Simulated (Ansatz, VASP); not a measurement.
GaN: VASP beside Ansatz

INCAR

```
  PREC = Accurate
  ENCUT = 520
  EDIFF = 1E-6
  ISMEAR = 0
  SIGMA = 0.05
  LREAL = F
  LASPH = T
  NELM = 100
  ALGO = Normal
  ISIF = 2
  LWAVE = F
  LCHARG = F
  LDIPOL = T
  IDIPOL = 3
  DIPOL = 0.5 0.5 0.500
  GGA = PE
  IVDW = 12
  IBRION = 2
  NSW = 70
  EDIFFG = -0.03
```

KPOINTS

```
Automatic mesh
0
Gamma
  9 9 1
```

Contents of POSCAR:

```
GaN
1.0
    3.1947246912      0.0000000000      0.0000000000
   -1.5973623456      2.7667127407      0.0000000000
    0.0000000000      0.0000000000     17.2606022342
N Ga
2 2
Selective dynamics
Direct
    0.0000000000      0.0000000000      0.4055478427  F F F
    0.3333333333      0.6666666667      0.5566712944  T T T
    0.3333333333      0.6666666667      0.4433287056  F F F
    0.6666666667      0.3333333333      0.5944521573  T T T
```

Input for Ansatz:

```yaml
crystal:
  lattice:
    - [3.1947246912, 0.0, 0.0]
    - [-1.5973623456, 2.7667127407, 0.0]
    - [0.0, 0.0, 17.2606022342]
  atoms:
    - { symbol: "N", position: [0.0, 0.0, 0.4055478427] }
    - { symbol: Ga, position: [0.3333333333, 0.6666666667, 0.4433287056] }
    - { symbol: "N", position: [0.3333333333, 0.6666666667, 0.5566712944] }
    - { symbol: Ga, position: [0.6666666667, 0.3333333333, 0.5944521573] }
basis:
  ecutwfc: 420
kpoints:
  mp_grid: { grid: [9, 9, 1] }
hamiltonian:
  xc: pbe
  pseudopotentials: { kind: paw, azcp: { folder: soft_1 } }
  dispersion: d3bj
scf:
  occupations: { method: gaussian, width: 0.05 }
output:
  forces: true
  eigenvalues: true
relax:
  adjacent_minimum: "off"
  f_tol: 0.03
  max_steps: 50
  constraints: [{ sites: [0, 1] }]
efield:
  axis: 3
  dipole_correction: true
  ramp_width: 0.04
```

Alike in both runs: task relaxation of the atoms; functional PBE; dispersion D3(BJ); k mesh 9 × 9 × 1; occupations gaussian, width 0.05 eV; no spin polarisation.

```csv
,VASP,Ansatz
version,VASP 6.6.1,Ansatz 0.2.0
potentials or method,"VASP PAW PBE potentials, release 64 (N, Ga_d)","scalar-relativistic, plane waves, PAW"
plane-wave cutoff (eV),520,420
valence electrons in the cell,36,36
```

```csv
,VASP,Ansatz,Ansatz less VASP
"gap on the k mesh at the Fermi level, each at its own relaxed structure (eV)",0.27,0.26,-0.008
energy change over the relaxation (meV/atom),-159,-158,+0.9
```

Ansatz warned: «vacuum_below_fermi».
